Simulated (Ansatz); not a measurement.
# Mg (I4/mmm) in Ansatz: a series of runs

The runs below take Mg through relaxation of cell and atoms, with PBE, PBE+D3(BJ).

All numbers are computed with Ansatz 0.2.0; they aren't measurements. Logs are shortened: lines on timing, memory, paths and dates and some standing lists are left out, and cuts for length are marked.

**1. Starting point**

It takes space group I4/mmm (No. 139, tetragonal). The conventional cell has a = 3.672 Å, b = 3.672 Å, c = 3.359 Å, α = 90.00°, β = 90.00°, γ = 90.00°. Around Mg (site symmetry 4/mmm) lie 10 Mg at 3.09 to 3.36 Å.

This isn't the form of Mg at room conditions, which is hcp.

**2. Relaxation of cell and atoms, PBE**

input.yaml

```yaml
crystal:
  lattice:
    - [-1.83599163, 1.83599163, 1.67940402]
    - [1.83599163, -1.83599163, 1.67940402]
    - [1.83599163, 1.83599163, -1.67940402]
  atoms:
    - { symbol: Mg, position: [0.0, 0.0, 0.0] }
hamiltonian:
  xc: pbe
  pseudopotentials: { kind: paw }
kpoints:
  mp_grid: { grid: [11, 11, 11] }
scf:
  occupations: { method: fermi_dirac, width: 0.05 }
output:
  forces: true
  stress: true
  eigenvalues: true
relax:
  f_tol: 0.01
  max_steps: 40
  cell: { stress_tol: 0.05 }
```

Potentials or basis: Ansatz PAW.

The run is started by

```
ansatz run input.yaml --threads 2 --pin off --max-ram 5632MiB --backend cpu --events-out ev --progress --plain --runs-dir out
```

Standard output:

```text
Warning: RAYON_NUM_THREADS=2 ignored (pool sized by the plan → 2); use --threads N
Engine: ansatz 0.2.0, aarch64-unknown-linux-gnu
Pseudopotentials: kind: paw
Pseudopotential: Mg, paw, valence charge 10, recommended cutoff 420 eV (normal), Mg.paw.azcp
Functional definition: PBE
  parameter kappa = 0.804
  parameter beta = 0.06672455060314922
  exchange = pbe_x(kappa = kappa, mu = beta*pi^2/3)
  correlation = pbe_c(beta = beta)
Crystal: 1 atoms, lattice volume = 22.644 Å³
Basis set: ecut = 420 eV, 433 PW (Γ), exchange–correlation on 48×48×48 points (8 copies of the dense FFT grid, shifted against one another)
Bands: 9, of which v1, the nominal top of the filled ones, is band 5 counted from 1 (4 counted from 0)
Symmetry: 16 space group operations
Space group: I4/mmm (ITA 139), of the structure as read, at distance tolerance 2.8e-5 Å
k-points: 126 of 1331
Non-local potential: Mg, projectors of the file, l = 0: 3, l = 1: 2, l = 2: 1
PAW form: soft (Blöchl's): semilocal exchange-correlation on the pseudo side does not see the compensation charge
PAW one-centre angular grid: Mg, 110 points (default); XC on 64 Gauss nodes
Initial density: superposition of atomic densities (neutral atoms: chi_scale 0, normalization atom), corrected by the library's trained network
Initial wavefunctions: pseudopotential atomic-orbital guess
Functional: x = pbe(κ = 0.804, μ = 0.2195149727645171), c = pbe(β = 0.06672455060314922)
SCF iter   1: F=—  HF=-1923.775939 eV  |F-HF|=—  |Δ(HF+E_count)|=         —  Δρ=7.30e-4  dr2=1.56e-4  ethr=1.77e-3  ⟨swp⟩=6.0  Hψ=8143  notcnv=0
preconditioner: auto → none  [metal: Δε(μ)=0.092 eV  Ē_g=10.092 eV  σ=0.050 eV  W_gap=0.43  n_scr=0 (ndim 8)  ℏωp=11.0 eV  f_vac=0.000  D(μ)=0.42/eV (n_scr^D=0)]
SCF iter   2: F=—  HF=-1923.776025 eV  |F-HF|=—  |Δ(HF+E_count)|=   8.62e-5  Δρ=2.98e-4  dr2=2.05e-5  ethr=1.56e-6  ⟨swp⟩=2.8  Hψ=2739  notcnv=0
SCF iter   3: F=—  HF=-1923.776024 eV  |F-HF|=—  |Δ(HF+E_count)|=   4.31e-7  Δρ=7.24e-5  dr2=9.32e-7  ethr=2.05e-7  ⟨swp⟩=2.0  Hψ=1641  notcnv=0
iter 4 did not close the SCF: its close was put off for the readings that it lacked (scf_convergence_deferred on its scf_iter line)
SCF iter   4: F=-1923.776024 eV  HF=-1923.776024 eV  |F-HF|=2.65e-8  |Δ(HF+E_count)|=   1.19e-7  Δρ=2.08e-5  dr2=5.20e-8  ethr=9.32e-9  ⟨swp⟩=2.1  Hψ=1763  notcnv=0
iter 5 did not close the SCF: its close was put off for the readings that it lacked (scf_convergence_deferred on its scf_iter line)
SCF iter   5: F=-1923.776024 eV  HF=-1923.776024 eV  |F-HF|=1.53e-10  |Δ(HF+E_count)|=   8.88e-9  Δρ=1.21e-6  dr2=1.31e-10  ethr=5.20e-10  ⟨swp⟩=2.0  Hψ=1758  notcnv=0
SCF iter   6: F=-1923.776024 eV  HF=-1923.776024 eV  |F-HF|=1.14e-12  |Δ(HF+E_count)|=  1.62e-10  Δρ=7.38e-8  dr2=4.61e-13  ethr=1.31e-12  ⟨swp⟩=1.1  Hψ=3381  notcnv=0
SCF 1 converged in 6 iterations: F = -1923.776024 eV  dr2 = 4.61e-13
relax step   1: F+E_penalty+E_count = -1923.77602431 eV  Δ(F+E_penalty+E_count) = +0.000e0 eV  max|allowed force component| = 0.000e0 eV/Å  Δτ_max = 0.0000 Å  P = +0.570 GPa  Ω = 22.644 Å³  (6 SCF iters, dr2 threshold 1.00e-7 eV, accepted)
Crystal: 1 atoms, lattice volume = 22.910 Å³
Initial density: handed on by an earlier stage of this run
Initial wavefunctions: those handed on with the density
iter 1 solved again at ethr=2.26e-8 eV; its pass at ethr=3.10e-3 eV (dr2=2.26e-6 eV) is discarded
SCF iter   1: F=—  HF=-1923.776711 eV  |F-HF|=—  |Δ(HF+E_count)|=         —  Δρ=9.33e-5  dr2=2.34e-6  ethr=2.26e-8  ⟨swp⟩=3.3  Hψ=11306  notcnv=0
preconditioner: auto → none  [metal: Δε(μ)=0.064 eV  Ē_g=10.019 eV  σ=0.050 eV  W_gap=0.31  n_scr=0 (ndim 8)  ℏωp=11.0 eV  f_vac=0.000  D(μ)=0.40/eV (n_scr^D=0)]
SCF iter   2: F=—  HF=-1923.776705 eV  |F-HF|=—  |Δ(HF+E_count)|=   5.68e-6  Δρ=4.69e-5  dr2=5.73e-7  ethr=2.26e-8  ⟨swp⟩=1.0  Hψ=1140  notcnv=0
SCF iter   3: F=-1923.776704 eV  HF=-1923.776704 eV  |F-HF|=9.04e-10  |Δ(HF+E_count)|=   1.44e-6  Δρ=2.56e-6  dr2=7.08e-10  ethr=1.00e-9  ⟨swp⟩=3.2  Hψ=4574  notcnv=0
SCF 2 converged in 3 iterations: F = -1923.776704 eV  dr2 = 7.08e-10
relax step   2: F+E_penalty+E_count = -1923.77670359 eV  Δ(F+E_penalty+E_count) = -6.793e-4 eV  max|allowed force component| = 0.000e0 eV/Å  Δτ_max = 0.0000 Å  P = +0.124 GPa  Ω = 22.910 Å³  energy of the carried Pulay correction = -5.548e-6 eV  (3 SCF iters, dr2 threshold 1.00e-7 eV, accepted)
Crystal: 1 atoms, lattice volume = 23.025 Å³
iter 1 solved again at ethr=2.43e-8 eV; its pass at ethr=3.10e-3 eV (dr2=2.43e-6 eV) is discarded
SCF iter   1: F=—  HF=-1923.776934 eV  |F-HF|=—  |Δ(HF+E_count)|=         —  Δρ=8.89e-5  dr2=2.29e-6  ethr=2.43e-8  ⟨swp⟩=3.2  Hψ=11346  notcnv=0
[... 27 lines left out ...]
SCF iter   3: F=-1923.778826 eV  HF=-1923.778826 eV  |F-HF|=2.08e-9  |Δ(HF+E_count)|=   1.15e-6  Δρ=4.07e-6  dr2=2.83e-9  ethr=1.00e-9  ⟨swp⟩=3.3  Hψ=4737  notcnv=0
SCF 6 converged in 3 iterations: F = -1923.778826 eV  dr2 = 2.83e-9
relax step   6: F+E_penalty+E_count = -1923.77882603 eV  Δ(F+E_penalty+E_count) = -9.445e-4 eV  max|allowed force component| = 0.000e0 eV/Å  Δτ_max = 0.0000 Å  P = -0.037 GPa  Ω = 22.886 Å³  energy of the carried Pulay correction = -5.824e-6 eV  (3 SCF iters, dr2 threshold 1.00e-7 eV, accepted)
Crystal: 1 atoms, lattice volume = 22.730 Å³
Basis set: ecut = 420 eV, 429 PW (Γ), exchange–correlation on 48×48×48 points (8 copies of the dense FFT grid, shifted against one another)
iter 1 solved again at ethr=2.21e-7 eV; its pass at ethr=3.10e-3 eV (dr2=2.21e-5 eV) is discarded
SCF iter   1: F=—  HF=-1923.779178 eV  |F-HF|=—  |Δ(HF+E_count)|=         —  Δρ=3.09e-4  dr2=2.02e-5  ethr=2.21e-7  ⟨swp⟩=2.6  Hψ=11783  notcnv=0
preconditioner: auto → none  [metal: Δε(μ)=0.108 eV  Ē_g=10.082 eV  σ=0.050 eV  W_gap=0.47  n_scr=0 (ndim 8)  ℏωp=11.0 eV  f_vac=0.000  D(μ)=0.31/eV (n_scr^D=0)]
SCF iter   2: F=—  HF=-1923.779181 eV  |F-HF|=—  |Δ(HF+E_count)|=   3.06e-6  Δρ=1.55e-4  dr2=4.84e-6  ethr=2.02e-7  ⟨swp⟩=1.0  Hψ=1134  notcnv=0
SCF iter   3: F=-1923.779183 eV  HF=-1923.779183 eV  |F-HF|=7.70e-9  |Δ(HF+E_count)|=   1.97e-6  Δρ=7.12e-6  dr2=8.88e-9  ethr=4.57e-10  ⟨swp⟩=3.6  Hψ=4953  notcnv=0
SCF 7 converged in 3 iterations: F = -1923.779183 eV  dr2 = 8.88e-9
relax step   7: F+E_penalty+E_count = -1923.77918263 eV  Δ(F+E_penalty+E_count) = -3.566e-4 eV  max|allowed force component| = 0.000e0 eV/Å  Δτ_max = 0.0000 Å  P = +0.178 GPa  Ω = 22.730 Å³  energy of the carried Pulay correction = -3.065e-6 eV  (3 SCF iters, dr2 threshold 4.57e-8 eV, accepted)
Crystal: 1 atoms, lattice volume = 22.832 Å³
iter 1 solved again at ethr=5.17e-9 eV; its pass at ethr=3.10e-3 eV (dr2=5.17e-7 eV) is discarded
SCF iter   1: F=—  HF=-1923.779248 eV  |F-HF|=—  |Δ(HF+E_count)|=         —  Δρ=3.96e-5  dr2=4.22e-7  ethr=5.17e-9  ⟨swp⟩=3.4  Hψ=11444  notcnv=0
preconditioner: auto → none  [insulator: Δε(μ)=0.127 eV  Ē_g=10.053 eV  σ=0.050 eV  W_gap=0.54  n_scr=0 (ndim 8)  ℏωp=11.0 eV  f_vac=0.000  D(μ)=0.31/eV (n_scr^D=0)  ε∞_Penn≈2.2]
SCF iter   2: F=—  HF=-1923.779246 eV  |F-HF|=—  |Δ(HF+E_count)|=   1.86e-6  Δρ=1.98e-5  dr2=1.03e-7  ethr=4.22e-9  ⟨swp⟩=1.0  Hψ=1134  notcnv=0
SCF iter   3: F=-1923.779246 eV  HF=-1923.779246 eV  |F-HF|=4.09e-12  |Δ(HF+E_count)|=   1.97e-7  Δρ=8.51e-7  dr2=1.01e-10  ethr=8.93e-10  ⟨swp⟩=5.0  Hψ=5215  notcnv=0
SCF 8 converged in 3 iterations: F = -1923.779246 eV  dr2 = 1.01e-10
relax step   8: F+E_penalty+E_count = -1923.77924593 eV  Δ(F+E_penalty+E_count) = -6.330e-5 eV  max|allowed force component| = 0.000e0 eV/Å  Δτ_max = 0.0000 Å  P = +0.015 GPa  Ω = 22.832 Å³  energy of the carried Pulay correction = -5.134e-6 eV  (3 SCF iters, dr2 threshold 8.93e-8 eV, accepted)
Initial wavefunctions: pseudopotential atomic-orbital guess (no wavefunctions were taken with the density)
iter 1 solved again at ethr=1.18e-8 eV; its pass at ethr=3.10e-3 eV (dr2=1.18e-6 eV) is discarded
SCF iter   1: F=—  HF=-1923.779258 eV  |F-HF|=—  |Δ(HF+E_count)|=         —  Δρ=4.62e-5  dr2=1.30e-8  ethr=1.18e-8  ⟨swp⟩=3.9  Hψ=11728  notcnv=0
SCF iter   2: F=—  HF=-1923.779258 eV  |F-HF|=—  |Δ(HF+E_count)|=   4.43e-8  Δρ=2.30e-5  dr2=3.23e-9  ethr=1.30e-10  ⟨swp⟩=2.5  Hψ=1721  notcnv=0
SCF iter   3: F=—  HF=-1923.779258 eV  |F-HF|=—  |Δ(HF+E_count)|=   3.76e-7  Δρ=2.05e-6  dr2=4.60e-11  ethr=3.23e-11  ⟨swp⟩=2.5  Hψ=1685  notcnv=0
SCF iter   4: F=-1923.779258 eV  HF=-1923.779258 eV  |F-HF|=6.14e-12  |Δ(HF+E_count)|=   2.89e-9  Δρ=1.39e-7  dr2=1.41e-12  ethr=1.00e-12  ⟨swp⟩=6.3  Hψ=4854  notcnv=0
SCF 9 converged in 4 iterations: F = -1923.779258 eV  dr2 = 1.41e-12
relax step   9: F+E_penalty+E_count = -1923.77925808 eV  Δ(F+E_penalty+E_count) = -1.214e-5 eV  max|allowed force component| = 0.000e0 eV/Å  Δτ_max = 0.0000 Å  P = +0.017 GPa  Ω = 22.832 Å³  stress off target by 1.85e-2 GPa  SCF on the basis re-selected at this cell (its energy is not comparable with the rows above)  (4 SCF iters)
basis re-selected at this cell: Δ(F+E_penalty+E_count) = -1.214e-5 eV, ΔP = +0.002 GPa vs the last step (what re-selecting the basis moved, of the pressure what is left beyond the Pulay correction that the steps carried, after the strain that the cell walked since its last selection, with what the two solves' SCF thresholds leave and, on support functions, any second-order correction that the steps lacked; it is no measure of the basis error at this ecutwfc). This SCF's stress stands 1.85e-2 GPa from its target on what of the cell is left free (relax.cell.stress_tol is 5.00e-2 GPa) and its largest allowed force component is 0.00e0 eV/Å (relax.f_tol is 1.00e-2 eV/Å): within both
SCF converged after 4 iterations
Free energy (F): -1923.779258 eV
Harris-Foulkes:  -1923.779258 eV  (|F-HF|=6.14e-12)
Internal energy: -1923.776711 eV  (E = F + TS)
E sigma→0 (E₀):  -1923.777984 eV
Entropy (-TS):   -0.002548 eV (-2.548 meV/atom)
Fermi energy:    5.708505 eV
--- Per-component energies (eV) ---
  E_band       = -357.223193
  E_kinetic    = 74.838491
  E_local      = -1617.791547  (includes V_loc(G=0)·N_el)
  E_nonlocal   = 95.697916
  E_hartree    = 577.500523
  E_xc         = -28.420416
  E_vxc        = -36.662995  (∫ρ·V_xc dr)
  E_paw        = -292.539366  (= ΣΔE_a)
  E_vpaw       = -28.306102  (= ΣTr[D̂ρ^β])
  E_aug_tail   = -0.000003  (compensation charges beyond the density's cutoff)
  E_ewald      = -733.062309
  E_smearing   = -0.002548  (= −TS)
  E_closure    = 0.000000  (closes the sum)
  Σ components = -1923.779258   (vs F -1923.779258, Δ=0.00e0)
--- Forces (eV/Å), atoms counted from 1 ---
  atom   1  Mg     0.00000000     0.00000000    -0.00000000
  max |Σ_I F_I| component: 6.16e-33 eV/Å
--- Stress (GPa, compression-positive) ---
        0.016706      -0.000000      -0.000000
       -0.000000       0.016706      -0.000000
        0.000000       0.000000       0.018476
  P = ⅓ Tr σ = 0.0173 GPa (0.173 kbar)
--- Band table (eV; the first three rows and the last of 126) ---
  k-point 0: bands = ["-70.3305", "-37.0667", "-37.0667", "-37.0667", "-1.2555", "18.7438", "18.7467", "18.7467", "20.7673"]
  k-point 1: bands = ["-70.3302", "-37.0694", "-37.0676", "-37.0667", "-1.0596", "16.7319", "17.8835", "17.9573", "19.3531"]
  k-point 2: bands = ["-70.3295", "-37.0765", "-37.0702", "-37.0666", "-0.4748", "13.5984", "16.5782", "16.8663", "18.0147"]
  k-point 125: bands = ["-70.3247", "-37.0917", "-37.0913", "-37.0913", "7.9694", "9.6649", "9.6683", "9.8102", "11.0971"]
--- Relaxed structure (8 steps of the walk, 8 accepted, 1 SCFs on fresh bases) ---
  F+E_penalty+E_count = -1923.77925808 eV   max|allowed force component| = 0.000e0 eV/Å   (the final SCF, on the basis selected at the relaxed cell)
  cell:  # Å, volume = 22.8319 Å³
    - [-1.7872382303221048, 1.7872382303221048, 1.7869714259455713]
    - [1.7872382303221048, -1.7872382303221048, 1.7869714259455713]
    - [1.7872382303221048, 1.7872382303221048, -1.7869714259455713]
  atoms:
    - { symbol: Mg, position: [0.0, 0.0, 0.0] }
```

Run time: 8.7 s. Hardware: 2 threads of Arm Neoverse V1, shared host; peak memory 0.28 GiB.

Results:

```yaml
Free_energy: -1923.7793 eV
Relaxed_volume: 22.83 Å³/atom
Relaxed_cell: a = 3.095 Å, b = 3.095 Å, c = 3.095 Å, α = 109.47°, β = 109.47°, γ = 109.48°
Space_group_after_relaxing_to_0.05_Å: Im-3m (No. 229)
Energy_gained_by_relaxing: 3.2 meV/atom
Ionic_steps: 9
Pressure_after_relaxing: 0.0 GPa
Band_gap_on_the_k_mesh: none (metal or under the smearing width)
```

Step by step:
```csv
step,energy change (eV),largest force (eV/Å),volume (Å³)
1,0.0000,0.0000,22.64
2,-0.0007,0.0000,22.91
3,-0.0009,0.0000,23.02
4,-0.0014,0.0000,23.34
5,-0.0019,0.0000,23.21
6,-0.0028,0.0000,22.89
7,-0.0032,0.0000,22.73
8,-0.0032,0.0000,22.83
9,-0.0032,0.0000,22.83
```

Final structure:
```
Mg
1.0
    -1.78724    1.78724    1.78697
     1.78724   -1.78724    1.78697
     1.78724    1.78724   -1.78697
Mg
1
Direct
  0.00000 0.00000 0.00000
```

Levels at points of the mesh, in eV from the Fermi level:
```
           k point  band 3  band 4  band 5  band 6  band 7  band 8
(0.00, 0.00, 0.00)  -42.78  -42.78   -6.96   13.04   13.04   13.04
```

Caveat: the plane-wave basis is chosen anew once the cell has moved, so the energies of steps on either side of that aren't comparable.

**3. Relaxation of cell and atoms, PBE+D3(BJ)**

input.yaml: that of step 2 with these lines changed.

```diff
@@ -10,2 +10,3 @@
   pseudopotentials: { kind: paw }
+  dispersion: d3bj
 kpoints:
```

Potentials or basis: Ansatz PAW.

The run is started by

```
ansatz run input.yaml --threads 2 --pin off --max-ram 5632MiB --backend cpu --events-out ev --progress --plain --runs-dir out
```

Standard output:

```text
Warning: RAYON_NUM_THREADS=2 ignored (pool sized by the plan → 2); use --threads N
[... 8 set-up lines as earlier in the session ...]
Crystal: 1 atoms, lattice volume = 22.644 Å³
Basis set: ecut = 420 eV, 433 PW (Γ), exchange–correlation on 48×48×48 points (8 copies of the dense FFT grid, shifted against one another)
Bands: 9, of which v1, the nominal top of the filled ones, is band 5 counted from 1 (4 counted from 0)
[... 2 set-up lines as earlier in the session ...]
k-points: 126 of 1331
[... 6 set-up lines as earlier in the session ...]
SCF iter   1: F=—  HF=-1924.063571 eV  |F-HF|=—  |Δ(HF+E_count)|=         —  Δρ=7.30e-4  dr2=1.56e-4  ethr=1.77e-3  ⟨swp⟩=6.0  Hψ=8143  notcnv=0
preconditioner: auto → none  [metal: Δε(μ)=0.092 eV  Ē_g=10.092 eV  σ=0.050 eV  W_gap=0.43  n_scr=0 (ndim 8)  ℏωp=11.0 eV  f_vac=0.000  D(μ)=0.42/eV (n_scr^D=0)]
SCF iter   2: F=—  HF=-1924.063657 eV  |F-HF|=—  |Δ(HF+E_count)|=   8.62e-5  Δρ=2.98e-4  dr2=2.05e-5  ethr=1.56e-6  ⟨swp⟩=2.8  Hψ=2739  notcnv=0
SCF iter   3: F=—  HF=-1924.063657 eV  |F-HF|=—  |Δ(HF+E_count)|=   4.31e-7  Δρ=7.24e-5  dr2=9.32e-7  ethr=2.05e-7  ⟨swp⟩=2.0  Hψ=1641  notcnv=0
iter 4 did not close the SCF: its close was put off for the readings that it lacked (scf_convergence_deferred on its scf_iter line)
SCF iter   4: F=-1924.063656 eV  HF=-1924.063656 eV  |F-HF|=2.65e-8  |Δ(HF+E_count)|=   1.19e-7  Δρ=2.08e-5  dr2=5.20e-8  ethr=9.32e-9  ⟨swp⟩=2.1  Hψ=1763  notcnv=0
iter 5 did not close the SCF: its close was put off for the readings that it lacked (scf_convergence_deferred on its scf_iter line)
SCF iter   5: F=-1924.063656 eV  HF=-1924.063656 eV  |F-HF|=1.53e-10  |Δ(HF+E_count)|=   8.88e-9  Δρ=1.21e-6  dr2=1.31e-10  ethr=5.20e-10  ⟨swp⟩=2.0  Hψ=1758  notcnv=0
SCF iter   6: F=-1924.063656 eV  HF=-1924.063656 eV  |F-HF|=1.14e-12  |Δ(HF+E_count)|=  1.62e-10  Δρ=7.38e-8  dr2=4.61e-13  ethr=1.31e-12  ⟨swp⟩=1.1  Hψ=3381  notcnv=0
SCF 1 converged in 6 iterations: F = -1924.063656 eV  dr2 = 4.61e-13
[... 63 lines left out ...]
SCF 8 converged in 4 iterations: F = -1924.072292 eV  dr2 = 9.99e-13
relax step   8: F+E_penalty+E_count = -1924.07229181 eV  Δ(F+E_penalty+E_count) = +2.574e-5 eV  max|allowed force component| = 0.000e0 eV/Å  Δτ_max = 0.0000 Å  P = +0.013 GPa  Ω = 21.609 Å³  stress off target by 3.67e-2 GPa  SCF on the basis re-selected at this cell (its energy is not comparable with the rows above)  (4 SCF iters)
basis re-selected at this cell: Δ(F+E_penalty+E_count) = +2.574e-5 eV, ΔP = +0.002 GPa vs the last step (what re-selecting the basis moved, of the pressure what is left beyond the Pulay correction that the steps carried, after the strain that the cell walked since its last selection, with what the two solves' SCF thresholds leave and, on support functions, any second-order correction that the steps lacked; it is no measure of the basis error at this ecutwfc). This SCF's stress stands 3.67e-2 GPa from its target on what of the cell is left free (relax.cell.stress_tol is 5.00e-2 GPa) and its largest allowed force component is 0.00e0 eV/Å (relax.f_tol is 1.00e-2 eV/Å): within both
SCF converged after 4 iterations
Free energy (F): -1924.072292 eV
Harris-Foulkes:  -1924.072292 eV  (|F-HF|=1.59e-12)
Internal energy: -1924.069825 eV  (E = F + TS)
E sigma→0 (E₀):  -1924.071058 eV
Entropy (-TS):   -0.002467 eV (-2.467 meV/atom)
Fermi energy:    6.196183 eV
--- Per-component energies (eV) ---
  E_band       = -352.118019
  E_kinetic    = 75.215081
  E_local      = -1595.921440  (includes V_loc(G=0)·N_el)
  E_nonlocal   = 95.698640
  E_hartree    = 568.917052
  E_xc         = -28.651154
  E_vxc        = -36.971346  (∫ρ·V_xc dr)
  E_paw        = -292.388130  (= ΣΔE_a)
  E_vpaw       = -27.973055  (= ΣTr[D̂ρ^β])
  E_aug_tail   = -0.000003  (compensation charges beyond the density's cutoff)
  E_ewald      = -746.638612
  E_disp       = -0.301258  (pairwise vdW)
  E_smearing   = -0.002467  (= −TS)
  E_closure    = 0.000000  (closes the sum)
  Σ components = -1924.072292   (vs F -1924.072292, Δ=0.00e0)
--- Forces (eV/Å), atoms counted from 1 ---
  atom   1  Mg     0.00000000     0.00000000     0.00000000
  max |Σ_I F_I| component: 4.93e-32 eV/Å
--- Stress (GPa, compression-positive) ---
        0.001543       0.000000       0.000000
        0.000000       0.001543       0.000000
        0.000000       0.000000       0.036664
  P = ⅓ Tr σ = 0.0133 GPa (0.133 kbar)
--- Band table (eV; the first three rows and the last of 126) ---
  k-point 0: bands = ["-69.7859", "-36.5177", "-36.5177", "-36.5175", "-1.0304", "19.5619", "19.6053", "19.6053", "21.6469"]
  k-point 1: bands = ["-69.7855", "-36.5211", "-36.5186", "-36.5177", "-0.8273", "17.5262", "18.7072", "18.8732", "20.3147"]
  k-point 2: bands = ["-69.7846", "-36.5299", "-36.5217", "-36.5176", "-0.2214", "14.3005", "17.3524", "17.7998", "18.9343"]
  k-point 125: bands = ["-69.7783", "-36.5486", "-36.5481", "-36.5477", "8.4777", "10.2860", "10.3005", "10.3370", "11.7161"]
--- Relaxed structure (7 steps of the walk, 7 accepted, 1 SCFs on fresh bases) ---
  F+E_penalty+E_count = -1924.07229181 eV   max|allowed force component| = 0.000e0 eV/Å   (the final SCF, on the basis selected at the relaxed cell)
  cell:  # Å, volume = 21.6090 Å³
    - [-1.7558828778042472, 1.7558828778042472, 1.75219582530856]
    - [1.7558828778042472, -1.7558828778042472, 1.75219582530856]
    - [1.7558828778042472, 1.7558828778042472, -1.75219582530856]
  atoms:
    - { symbol: Mg, position: [0.0, 0.0, 0.0] }
```

Run time: 7.8 s. Hardware: 2 threads of Arm Neoverse V1, shared host; peak memory 0.28 GiB.

Results:

```yaml
Free_energy: -1924.0723 eV
Relaxed_volume: 21.61 Å³/atom
Relaxed_cell: a = 3.039 Å, b = 3.039 Å, c = 3.039 Å, α = 109.41°, β = 109.41°, γ = 109.58°
Space_group_after_relaxing_to_0.05_Å: Im-3m (No. 229)
Energy_gained_by_relaxing: 8.6 meV/atom
Ionic_steps: 8
Pressure_after_relaxing: 0.0 GPa
Band_gap_on_the_k_mesh: none (metal or under the smearing width)
```

Step by step:
| step | energy change (eV) | largest force (eV/Å) | volume (Å³) |
| --- | --- | --- | --- |
| 1 | 0.0000 | 0.0000 | 22.64 |
| 2 | -0.0041 | 0.0000 | 21.98 |
| 3 | -0.0053 | 0.0000 | 21.64 |
| 4 | -0.0065 | 0.0000 | 21.18 |
| 5 | -0.0076 | 0.0000 | 21.30 |
| 6 | -0.0086 | 0.0000 | 21.59 |
| 7 | -0.0087 | 0.0000 | 21.61 |
| 8 | -0.0086 | 0.0000 | 21.61 |

Final structure:
```cif
data_structure
_symmetry_space_group_name_H-M 'P 1'
_symmetry_Int_Tables_number 1
_cell_length_a 3.0392
_cell_length_b 3.0392
_cell_length_c 3.0392
_cell_angle_alpha 109.414
_cell_angle_beta 109.414
_cell_angle_gamma 109.585
_cell_volume 21.61
loop_
_atom_site_label
_atom_site_type_symbol
_atom_site_fract_x
_atom_site_fract_y
_atom_site_fract_z
_atom_site_occupancy
Mg1 Mg 0.00000 0.00000 0.00000 1
```

Caveat: the plane-wave basis is chosen anew once the cell has moved, so the energies of steps on either side of that aren't comparable; pairwise dispersion overbinds metals, which lowers pressure and volume.
